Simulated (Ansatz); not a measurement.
# ZnCu2SnS4: the cell at several levels of theory

One table from this session's results is given with a row withheld; the runs are named, their logs left out.

The runs shown are made with Ansatz 0.2.0. PAW datasets, plane waves, zero pressure. (Simulation; spin polarisation is off.)

## The structure to begin with

It is tetragonal, I-4 (No. 82); conventional cell a = 5.434 Å, c = 10.850 Å, 20.02 Å³ an atom. Zn has 4 S at 2.33 Å; Cu has 4 S at 2.33 Å; Sn has 4 S at 2.41 Å; S has 1 Zn at 2.33 Å and 2 Cu at 2.33 Å and 1 Sn at 2.41 Å.

Coordinates:

```xyz
8
Lattice="-2.7171 2.7171 5.4248 2.7171 -2.7171 5.4248 2.7171 2.7171 -5.4248" Properties=species:S:1:pos:R:3 pbc="T T T"
Zn    2.7171    0.0000    2.7124
Cu    0.0000    0.0000    0.0000
Cu    0.0000    2.7171    2.7124
Sn    0.0000    0.0000    5.4248
S     4.1093    1.3227    1.3910
S     1.3227    1.3249   -1.3910
S    -1.3922    1.3944    6.8158
S     1.3944    1.3922    4.0338
```

The first run:

The input, input.yaml:

```yaml
crystal:
  lattice:
    - [-2.7171, 2.7171, 5.4248]
    - [2.7171, -2.7171, 5.4248]
    - [2.7171, 2.7171, -5.4248]
  atoms:
    - { symbol: Zn, position: [0.25, 0.75, 0.5] }
    - { symbol: Cu, position: [0.0, 0.0, 0.0] }
    - { symbol: Cu, position: [0.75, 0.25, 0.5] }
    - { symbol: Sn, position: [0.5, 0.5, 0.0] }
    - { symbol: S, position: [0.37161, 0.88441, 0.9996] }
    - { symbol: S, position: [0.11559, 0.11519, 0.4872] }
    - { symbol: S, position: [0.88481, 0.37201, 0.0004] }
    - { symbol: S, position: [0.62799, 0.62839, 0.5128] }
kpoints:
  mp_grid: { grid: [6, 6, 6] }
hamiltonian:
  xc: pbe
scf:
  occupations: { method: fermi_dirac, width: 0.02 }
relax:
  f_tol: 0.005
  cell: {}
output:
  write_density: true
  write_potential: true
  elf: true
  volumetric_format: npy
```

The run is started by

```sh
$ ansatz run input.yaml --threads 8 --pin off --max-ram 20275MiB --backend cpu --events-out ev --progress --plain --runs-dir out
```

Steps of the session up to this table: Relaxation with PBE; Relaxing with r2SCAN; Relaxation with PBEsol; LDA: cell and atoms.

One of the session's tables, all rows but one given; the rest of the session is left out.

| level | a (Å) | c (Å) | volume (Å³/atom) |
| --- | --- | --- | --- |
| PBE | 5.471 | 10.924 | 20.435 |
| r2SCAN | ? | ? | ? |
| PBEsol | 5.374 | 10.751 | 19.407 |
| LDA | 5.319 | 10.639 | 18.812 |

Q: Estimate the row for r2SCAN from the others.

As computed: a (Å): 5.414; c (Å): 10.822; volume (Å³/atom): 19.826. In the column «a (Å)» it lies between PBEsol (5.374) and PBE (5.471).

The first relaxation changed the volume by +2.1 % from the start. The volume runs from LDA (least) to PBE (most), a spread of 8.6 %, or 2.8 % in length if all axes shared it alike.
